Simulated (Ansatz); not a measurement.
La2O3: equation of state with LDA

La2O3:

```
La O
1.0
     6.37027    0.00000    0.00000
    -3.18514    5.51682    0.00000
     0.00000    0.00000    3.28989
La O
2 3
Direct
  0.66667 0.33333 0.49810
  0.33333 0.66667 0.50190
  0.50461 0.00000 0.00000
  0.00000 0.50461 0.00000
  0.49539 0.49539 0.00000
```

The cell comes from a database or a generator and needn't be the stable form of this composition.

- Program: Ansatz 0.2.0
- Task: equation of state
- Functional: LDA
- Potentials or basis: all-electron LAPW, scalar-relativistic
- Basis error allowed: 0.002 eV/atom
- k mesh: 5 × 5 × 8
- Occupations: fermi-dirac, width 0.05 eV
- Spin: no spin polarisation

```yaml
Equilibrium_volume: 21.89 Å³/atom
Bulk_modulus_at_fixed_shape_and_positions: 107 GPa
Pressure_derivative_of_the_bulk_modulus: 4.3
```

Energy against volume, from the lowest point:
| volume (Å³/atom) | energy (meV/atom) |
| --- | --- |
| 21.736 | 0.00 |
| 22.199 | 1.01 |
| 22.661 | 8.05 |
| 23.124 | 20.50 |
| 23.586 | 37.77 |
| 24.049 | 59.37 |
| 24.511 | 84.83 |

All runs of the series together: 97 s on 4 threads of Intel(R) Xeon(R) 6975P-C (Granite Rapids), with other jobs on the host.

Caveat: the cell was scaled at fixed shape and fractional positions, which overstates the stiffness of a crystal with free parameters, most of all of layers and chains. The run has no spin-orbit coupling, so splittings on La are missing.
